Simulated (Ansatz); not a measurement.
## Property card for F

Computed with DFT PBE+D3(BJ), scalar-relativistic, plane waves, PAW in Ansatz.

Cutoff 420 eV; k points 8×8×4 on the computed 4-atom cell (Γ-centred); Gaussian smearing, width 0.02 eV; no spin polarisation.

The structure is relaxed at this level of theory with its symmetry kept.

It takes space group C2/m (No. 12, monoclinic). The conventional cell has a = 5.881 Å, b = 3.387 Å, c = 7.382 Å, α = 90.00°, β = 108.05°, γ = 90.00°. F (site symmetry m) has 1 F at 1.42 Å as nearest neighbours. Around F (site symmetry m) lie 1 F at 1.42 Å.

```json
{
 "Volume per atom": "17.47 Å³",
 "Kohn–Sham band gap": "2.85 eV",
 "Löwdin character of the top 1 eV of the valence band": "F 2p 100 %",
 "Löwdin character of the lowest 1 eV of the conduction band": "F 2p 95 %",
 "Bader charges (e)": "F (2 in the cell) 0.00, F (2 in the cell) 0.00"
}
```